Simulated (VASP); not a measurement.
VASP 6.6.1 run: BaHfO3

INCAR

```
LREAL = .FALSE.
LWAVE = .FALSE.
NELMIN = 4
ISIF = 2
ISMEAR = -1
EDIFF = 1E-7
GGA = PE
LCHARG = .FALSE.
ENCUT = 520
LASPH = .TRUE.
NBANDS = 27
PREC = Accurate
NELM = 120
IBRION = -1
SIGMA = 0.02
NSW = 0
```

KPOINTS

```
KPOINTS created by Atomic Simulation Environment
0
Gamma
6 6 6
0 0 0
```

POSCAR

```
Ba Hf O
 1.0000000000000000
     4.0935175953999998    0.0000000000000000    0.0000000000000000
     0.0000000000000000    4.0935175953999998    0.0000000000000000
     0.0000000000000000    0.0000000000000000    4.2222813318999997
 Ba  Hf  O
   1   1   3
Cartesian
  0.0000000000000000  0.0000000000000000  0.0000000000000000
  2.0467587976999995  2.0467587976999995  2.1111406659499994
  2.0467587976999995  2.0467587976999995  0.0000000000000000
  2.0467587976999995  0.0000000000000000  2.1111406659499994
  0.0000000000000000  2.0467587976999995  2.1111406659499994
```

The recommended PBE PAW datasets give the neutral cell 38 valence electrons.

Command

```
mpirun -np 1 vasp_std
```

Q: How does this run end, and what does it give?

A: It converged. Results: gap between bands v and c on the k mesh 3.54 eV; least direct gap on the k mesh 3.74 eV; pressure 8.6 GPa. Band v is the last that the valence electrons fill when counted band by band, and c is the next.

OSZICAR

```
N       E                     dE             d eps       ncg     rms          rms(c)
DAV:   1     0.215959458203E+03    0.21596E+03   -0.21207E+04  2160   0.137E+03
DAV:   2    -0.380864528838E+02   -0.25405E+03   -0.24549E+03  2642   0.316E+02
DAV:   3    -0.502180763524E+02   -0.12132E+02   -0.12079E+02  2841   0.650E+01
DAV:   4    -0.503985003515E+02   -0.18042E+00   -0.18021E+00  2995   0.747E+00
DAV:   5    -0.504022754724E+02   -0.37751E-02   -0.37748E-02  2827   0.742E-01    0.630E+01
DAV:   6    -0.435842602989E+02    0.68180E+01   -0.32607E+01  2377   0.329E+01    0.535E+01
DAV:   7    -0.434581872865E+02    0.12607E+00   -0.18469E+00  2757   0.843E+00    0.334E+01
DAV:   8    -0.434490859760E+02    0.91013E-02   -0.26187E-01  2469   0.405E+00    0.735E+00
DAV:   9    -0.434321544709E+02    0.16932E-01   -0.65294E-02  2537   0.168E+00    0.231E+00
DAV:  10    -0.434320900651E+02    0.64406E-04   -0.66345E-03  2600   0.534E-01    0.596E-01
DAV:  11    -0.434320069222E+02    0.83143E-04   -0.51424E-04  2653   0.139E-01    0.950E-02
DAV:  12    -0.434320390042E+02   -0.32082E-04   -0.56470E-05  2803   0.489E-02    0.882E-02
DAV:  13    -0.434320428059E+02   -0.38016E-05   -0.58780E-06  2931   0.150E-02    0.897E-03
DAV:  14    -0.434320431886E+02   -0.38275E-06   -0.74048E-07  2683   0.588E-03    0.161E-02
DAV:  15    -0.434320427807E+02    0.40791E-06   -0.37929E-07  2544   0.417E-03    0.366E-03
DAV:  16    -0.434320427673E+02    0.13385E-07   -0.21178E-08  1378   0.104E-03
   1 F= -.43432043E+02 E0= -.43432043E+02  d E =-.509598E-12
```

For comparison, a separate PBE run of the intended cell, on usual settings and not on those above, gives a gap of 3.54 eV on its mesh and a pressure of 8.6 GPa.
